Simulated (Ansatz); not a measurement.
SnO₂: the gap under strain, fitted and tested

Plane-wave DFT in Ansatz, r2SCAN, scalar-relativistic PAW potentials, cutoff 500 eV, no spin-orbit coupling; no spin polarisation. SnO₂ in space group P4_2/mnm. Strain along c alone; the other axes held, atoms relaxed (conventional cell); Kohn–Sham gaps sought over the whole zone.

| strain (%) | space group | gap (eV) |
| --- | --- | --- |
| -6.0 | P4_2/mnm | 2.597 |
| -4.0 | P4_2/mnm | ? |
| -2.0 | P4_2/mnm | 2.053 |
| +0.0 | P4_2/mnm | 1.768 |
| +2.0 | P4_2/mnm | 1.482 |
| +4.0 | P4_2/mnm | 1.202 |
| +6.0 | P4_2/mnm | 0.933 |

**Question.** Fit the given gaps and predict the missing one.

**Answer.** Next to zero the slopes are -142 meV per % on the compressed side and -143 on the stretched side. No break shows at zero, so all given rows go into a parabola: E_g = 1.767 -0.1394 ε -0.00008 ε² eV (ε in %; scatter 5 meV). At -4.0 % this gives 2.323 eV; the run gave 2.332 eV, 9 meV away. The fit holds.

Cost: about 2.4 core-minutes for the runs cited, on Intel Xeon 6975P-C (Granite Rapids) (shared hosts).